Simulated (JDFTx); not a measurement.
The system is BaTiO3.

```
Ba Ti O
1.0
     2.82737    1.63238    2.31839
    -2.82737    1.63238    2.31839
     0.00000   -3.26476    2.31839
Ba Ti O
1 1 3
Cartesian
  0.0000 0.0000 0.0000
  0.0000 0.0000 3.3698
  1.3885 -0.8017 2.3988
  -1.3885 -0.8017 2.3988
  0.0000 1.6033 2.3988
```

```yaml
Program: JDFTx 1.7.0 (patched build)
Task: single point
Functional: PBEsol
Potentials_or_basis: PseudoDojo-SR-PBEsol-0.4.1-standard with smoothed tails
Cutoff: 1143 eV
Density_cutoff: 9143 eV
k_mesh: 7 × 7 × 7
Occupations: fermi-dirac, width 0.05 eV
Spin: no spin polarisation
```

On this cell: pressure -1.0 GPa; largest force 0.139 eV/Å; band gap on the k mesh 2.45 eV, indirect (least direct gap 2.77 eV).

The same run follows on a disturbed copy (atoms moved at random, drawn with an rms of 0.05 Å):

```
Ba Ti O
1.0
     2.82737    1.63238    2.31839
    -2.82737    1.63238    2.31839
     0.00000   -3.26476    2.31839
Ba Ti O
1 1 3
Direct
  0.98732 0.99202 0.00712
  0.48312 0.47259 0.48203
  0.51050 0.00929 0.51653
  0.02118 0.52026 0.51359
  0.51078 0.51392 0.01422
```

Q: What does the disturbed cell give?

A: The energy moves by +9.2 meV/atom; pressure -0.7 GPa; largest force 0.507 eV/Å; band gap on the k mesh 2.57 eV, indirect (least direct gap 2.97 eV).

Forces in eV/Å, atoms in the order of the input:
```
Ba   0.202  0.288 -0.036
Ti  -0.313 -0.104  0.380
O   -0.344  0.354  0.117
O    0.221 -0.122 -0.428
O    0.233 -0.416 -0.033
```

Stress tensor (GPa, compression positive):
```
-0.90  0.25 -0.07
 0.25 -1.15  0.45
-0.07  0.45  0.04
```

Caveats: this release of the barium file is off; spin-orbit coupling is left out, which moves the levels of the heavy elements; an odd mesh through Γ misses points on the zone boundary, where band edges often lie.
